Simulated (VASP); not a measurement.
Li: single point with PBEsol+D4

The system is Li.

```xyz
1
Lattice="0.0000 2.1416 2.1416 2.1416 0.0000 2.1416 2.1416 2.1416 0.0000" Properties=species:S:1:pos:R:3 pbc="T T T"
Li    0.0000    0.0000    0.0000
```

This isn't the form of Li at room conditions, which is bcc.

The cell isn't the ideal one: volume scaled by 0.92.

```yaml
Program: VASP 6.6.1
Task: single point
Functional: PBEsol
Dispersion: D4
Potentials_or_basis: VASP PAW PBE potentials, release 64 (Li_sv)
Cutoff: 520 eV
k_mesh: 10 × 10 × 10
Occupations: tetrahedron
Spin: collinear spin, typed start
Starting_moments: "[1.0] μB"
Fixed_moment: 1 μB
```

* Net moment: 1.00 μB per cell
* Site moments: Li +0.11 μB
* Valence electrons inside the program's atomic spheres: Li 2.09
* Dispersion energy per atom: -0.012 eV

Wall time 18 s on 1 thread of AMD EPYC 7R13 Processor (Zen 3), on a shared host, peak memory 0.12 GiB.

Caveat: the total moment is fixed, so each spin has its own Fermi level.
